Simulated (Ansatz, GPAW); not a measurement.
**One calculation of KF, 3 ways**

```
K F
1.0
     0.00000    2.67185    2.67185
     2.67185    0.00000    2.67185
     2.67185    2.67185    0.00000
K F
1 1
Direct
  0.00000 0.00000 0.00000
  0.50000 0.50000 0.50000
```

Alike in all runs: task single point; functional LDA; k mesh 9 × 9 × 9; occupations gaussian, width 0.05 eV; no spin polarisation; no spin-orbit coupling. LDA stands for any of its common fits. Pressure is positive in compression and, in plane waves, holds the error of the finite cutoff, which Ansatz's Pulay term estimates and takes out.

| program and potentials | plane-wave cutoff (eV) | notes | pressure (GPa) |
| --- | --- | --- | --- |
| Ansatz, Ansatz PAW | 420 | potentials made for PBE, which Ansatz adapts in part; Pulay term of +0.45 GPa included | -3.50 |
| Ansatz, all-electron LAPW, scalar-relativistic | - | - | ? |
| GPAW, the program's PAW data sets (release 1.2.1) made for this functional | 800 | - | -4.34 |

**Question.** Estimate from the other rows what the run with Ansatz, all-electron LAPW, scalar-relativistic gave.

**Answer.** Pressure -3.49 GPa. The other rows, which needn't bracket it: pressure -4.34 to -3.50.
